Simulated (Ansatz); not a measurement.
input.yaml (Ansatz)

```yaml
crystal:
  lattice:
    - [3.0205608644, 0.0, 0.0]
    - [0.0, 3.0205608644, 0.0]
    - [0.0, 0.0, 3.0205608644]
  atoms:
    - { symbol: Mg, position: [0.0, 0.0, 0.0] }
hamiltonian:
  xc: hse06
  pseudopotentials:
    kind: paw
    azcp:
      Mg: "pseudopotentials/Mg.paw.azcp"
basis:
  ecutwfc: 420
  fft_grid_basis: typed
kpoints:
  mp_grid: { grid: [5, 5, 5], shift: [0, 0, 0] }
magnetization:
  spin_polarized: false
scf:
  occupations: { method: fermi_dirac, width: 0.1 }
```

and its output:

```
Engine: ansatz 0.2.0, aarch64-unknown-linux-gnu
Pseudopotentials: kind: paw
Pseudopotential: Mg, paw, valence charge 10, recommended cutoff 420 eV (normal) 
Functional definition: HSE06
  parameter a = 0.25
  parameter omega = 0.11/bohr
  exchange = pbe_x - a*pbe_x_sr(omega) + a*exact_x_sr(omega)
  correlation = pbe_c
Crystal: 1 atoms, lattice volume = 27.559 Å³
Basis set: ecut = 420 eV, 515 PW (Γ)
Bands: 9, of which v1, the nominal top of the filled ones, is band 5 counted from 1 (4 counted from 0)
Symmetry: 48 space group operations
Space group: Pm-3m (ITA 221), of the structure as read, at distance tolerance 3.0e-5 Å
k-points: 10 of 125
Non-local potential: Mg, projectors of the file, l = 0: 3, l = 1: 2, l = 2: 1
PAW form: soft (Blöchl's): semilocal exchange-correlation on the pseudo side does not see the compensation charge
PAW frozen core: Mg, regenerated for the run's functional, and the local potential with it (the file was generated under x = pbe(κ = 0.804, μ = 0.2195149727645171), c = pbe(β = 0.06672455060314922))
PAW one-centre angular grid: Mg, 110 points (default); XC on 96 Gauss nodes
Initial density: superposition of atomic densities (neutral atoms: chi_scale 0, normalization atom), corrected by the library's trained network
Initial wavefunctions: pseudopotential atomic-orbital guess
Functional: x = pbe(κ = 0.804, μ = 0.2195149727645171), c = pbe(β = 0.06672455060314922), warm-up for x = pbe(κ = 0.804, μ = 0.2195149727645171) + 0.25 (exact − pbe) at short range (hse, ω = 0.20786987370883472 Å⁻¹), c = pbe(β = 0.06672455060314922); HSE06 as pw.x's `hse` composes it (authors' and Libxc's form: `xc: wpbeh`)
SCF iter   1: F=—  HF=-1923.373199 eV  |F-HF|=—  |Δ(HF+E_count)|=         —  Δρ=8.93e-4  dr2=3.65e-4  ethr=1.77e-3  ⟨swp⟩=8.7  Hψ=460  notcnv=0
SCF iter   2: F=—  HF=-1923.373177 eV  |F-HF|=—  |Δ(HF+E_count)|=   2.20e-5  Δρ=4.27e-4  dr2=7.69e-5  ethr=3.65e-6  ⟨swp⟩=3.4  Hψ=173  notcnv=0
iter 3 solved again at ethr=2.14e-9 eV; its pass at ethr=7.69e-7 eV (dr2=2.14e-7 eV) is discarded
SCF iter   3: F=—  HF=-1923.373173 eV  |F-HF|=—  |Δ(HF+E_count)|=   4.19e-6  Δρ=4.20e-5  dr2=1.73e-7  ethr=2.14e-9  ⟨swp⟩=4.0  Hψ=368  notcnv=0
eigensolver tolerance schedule: the retry pair's looser diagonalisation over-reported the residual by 0.24 of it (diagonalisation noise at 0.24 of the residual, at the tolerance the schedule requests for it); recorded, not acted on — ethr = c·dr2/N_el stays at c = 1.0e-1
SCF iter   4: F=—  HF=-1923.373173 eV  |F-HF|=—  |Δ(HF+E_count)|=   9.23e-8  Δρ=1.11e-5  dr2=1.60e-8  ethr=1.73e-9  ⟨swp⟩=3.0  Hψ=194  notcnv=0
SCF iter   5: F=—  HF=-1923.373173 eV  |F-HF|=—  |Δ(HF+E_count)|=   1.86e-8  Δρ=2.29e-6  dr2=4.04e-10  ethr=1.60e-10  ⟨swp⟩=3.0  Hψ=194  notcnv=0
SCF iter   6: F=-1923.373173 eV  HF=-1923.373173 eV  |F-HF|=1.09e-11  |Δ(HF+E_count)|=  6.27e-10  Δρ=2.32e-7  dr2=4.04e-12  ethr=4.04e-12  ⟨swp⟩=3.0  Hψ=182  notcnv=0
SCF 1 converged in 6 iterations: F = -1923.373173 eV  dr2 = 4.04e-12
Initial density: handed on by an earlier stage of this run
Initial wavefunctions: those handed on with the density
Functional: x = pbe(κ = 0.804, μ = 0.2195149727645171) + 0.25 (exact − pbe) at short range (hse, ω = 0.20786987370883472 Å⁻¹), c = pbe(β = 0.06672455060314922); HSE06 as pw.x's `hse` composes it (authors' and Libxc's form: `xc: wpbeh`)
Exchange kernel: α = 0.2500, screened, ω = 0.2079 Å⁻¹, Wigner–Seitz truncation, v(0) = 1028.6146 eV·Å³, q-mesh 5×5×5, nearest image of the exchange supercell L = 15.10 Å, pair-density grid 15×15×15, without the augmentation charges, whose exchange is taken in its separable form by FFT convolution over the k-point mesh (sized by the pseudopotential files, 24×24×24 at the most), smooth part of the exact exchange by density-matrix convolution
Frozen-core exchange: fock
iter 1 solved again at ethr=1.20e-5 eV; its pass at ethr=1.00e-1 eV (dr2=1.20e-3 eV) is discarded
SCF iter   1: F=—  HF=-1923.609241 eV  |F-HF|=—  |Δ(HF+E_count)|=         —  Δρ=3.59e-3  dr2=1.46e-3  ethr=1.20e-5  ⟨swp⟩=4.4  Hψ=470  notcnv=0
SCF iter   2: F=—  HF=-1923.607632 eV  |F-HF|=—  |Δ(HF+E_count)|=   1.61e-3  Δρ=9.64e-4  dr2=2.67e-4  ethr=1.20e-5  ⟨swp⟩=3.0  Hψ=182  notcnv=0
SCF iter   3: F=—  HF=-1923.607529 eV  |F-HF|=—  |Δ(HF+E_count)|=   1.03e-4  Δρ=1.09e-4  dr2=7.64e-5  ethr=1.34e-6  ⟨swp⟩=3.0  Hψ=182  notcnv=0
SCF iter   4: F=—  HF=-1923.608353 eV  |F-HF|=—  |Δ(HF+E_count)|=   8.24e-4  Δρ=3.05e-4  dr2=1.31e-5  ethr=4.04e-8  ⟨swp⟩=4.0  Hψ=277  notcnv=0
SCF iter   5: F=—  HF=-1923.608341 eV  |F-HF|=—  |Δ(HF+E_count)|=   1.19e-5  Δρ=7.03e-6  dr2=8.91e-7  ethr=4.04e-8  ⟨swp⟩=3.0  Hψ=193  notcnv=0
SCF iter   6: F=-1923.608348 eV  HF=-1923.608348 eV  |F-HF|=1.29e-7  |Δ(HF+E_count)|=   6.81e-6  Δρ=2.70e-5  dr2=1.94e-7  ethr=2.82e-11  ⟨swp⟩=4.5  Hψ=334  notcnv=0
SCF 2 stopped early in 6 iterations: F = -1923.608348 eV  dr2 = 1.94e-7
hybrid outer 1: dexx = +7.562e-4 eV, tail = 1.61e-5 eV
Exchange kernel: α = 0.2500, screened, ω = 0.2079 Å⁻¹, Wigner–Seitz truncation, v(0) = 1028.6146 eV·Å³, q-mesh 5×5×5, nearest image of the exchange supercell L = 15.10 Å, pair-density grid 15×15×15, without the augmentation charges, whose exchange is taken in its separable form by FFT convolution over the k-point mesh (sized by the pseudopotential files, 24×24×24 at the most), smooth part of the exact exchange by density-matrix convolution
Frozen-core exchange: fock
SCF iter   1: F=—  HF=-1923.608264 eV  |F-HF|=—  |Δ(HF+E_count)|=         —  Δρ=3.12e-5  dr2=1.49e-7  ethr=8.06e-7  ⟨swp⟩=2.0  Hψ=180  notcnv=0
iter 2 solved again at ethr=1.32e-11 eV; its pass at ethr=1.31e-9 eV (dr2=1.32e-9 eV) is discarded
SCF iter   2: F=-1923.608264 eV  HF=-1923.608264 eV  |F-HF|=1.86e-9  |Δ(HF+E_count)|=   7.13e-8  Δρ=4.45e-6  dr2=1.38e-8  ethr=1.32e-11  ⟨swp⟩=2.3  Hψ=372  notcnv=0  defer=1
SCF 3 converged in 2 iterations: F = -1923.608264 eV  dr2 = 1.38e-8
hybrid outer 2: dexx = +5.153e-8 eV, tail = 3.59e-8 eV, Δε = 1.46e-3 eV (about 1.46e-4 eV left of the loop's levels)
hybrid SCF converged: 2 outer / 8 inner (+6 warm-up), last move |dexx| = 5.15e-8 eV, tail = 3.59e-8 eV
Stability not checked: this state was not tested for a lower state beside it, because the functional holds exact exchange (a hybrid, or Hartree-Fock), whose exchange loop this test does not read (fock_operator; see scf.lower_state_search)
Free energy (F): -1923.608264 eV
Frozen-core exchange: fock
Harris-Foulkes:  -1923.608264 eV  (|F-HF|=1.86e-9)
Internal energy: -1923.594989 eV  (E = F + TS)
E sigma→0 (E₀):  -1923.601626 eV
Entropy (-TS):   -0.013276 eV (-13.276 meV/atom)
Fermi energy:    4.285692 eV
--- Per-component energies (eV) ---
  E_band       = -406.808085
  E_kinetic    = 74.138279
  E_local      = -1715.216551  (includes V_loc(G=0)·N_el)
  E_nonlocal   = 95.487943
  E_hartree    = 618.739700
  E_xc         = -22.927348
  E_vxc        = -29.163379  (∫ρ·V_xc dr)
  E_exx        = -50.755942  (= α·E_x^exact, valence–valence)
  E_paw        = -246.726655  (= ΣΔE_a)
  E_vpaw       = 31.978603  (= ΣTr[D̂ρ^β])
  E_aug_tail   = -0.000003  (compensation charges beyond the density's cutoff)
  E_ewald      = -676.299529
  E_core_change = -0.034881  (= ΣΔE_core)
  E_smearing   = -0.013276  (= −TS)
  E_closure    = -0.000000  (closes the sum)
  Σ components = -1923.608264   (vs F -1923.608264, Δ=4.55e-13)
--- Band table (eV; the first three rows and the last of 10) ---
  k-point 0: bands = ["-77.5533", "-42.4126", "-42.4126", "-42.4126", "-2.9672", "13.0027", "13.0027"]
  k-point 1: bands = ["-77.5526", "-42.4232", "-42.4118", "-42.4118", "-2.2023", "8.5102", "13.5935"]
  k-point 2: bands = ["-77.5513", "-42.4402", "-42.4104", "-42.4104", "0.0909", "3.8235", "15.0798"]
  k-point 9: bands = ["-77.5478", "-42.4341", "-42.4338", "-42.4338", "5.8151", "8.5958", "8.5958"]
  guard bands above this table: 2 of the run's 9 bands. The solve was not asked for them (output.publish_guard_bands: true or output.eigenvalues: true publishes all)
```

Launched by

```sh
ansatz run input.yaml --threads 4 --pin off --max-ram 8192MiB --backend cpu --events-out ev --progress --plain --runs-dir out
```

On 4 threads of Arm Neoverse V2 (shared host) this took about 1.2 s of wall time and 3.2 s of CPU time, with 0.43 GiB at the peak.
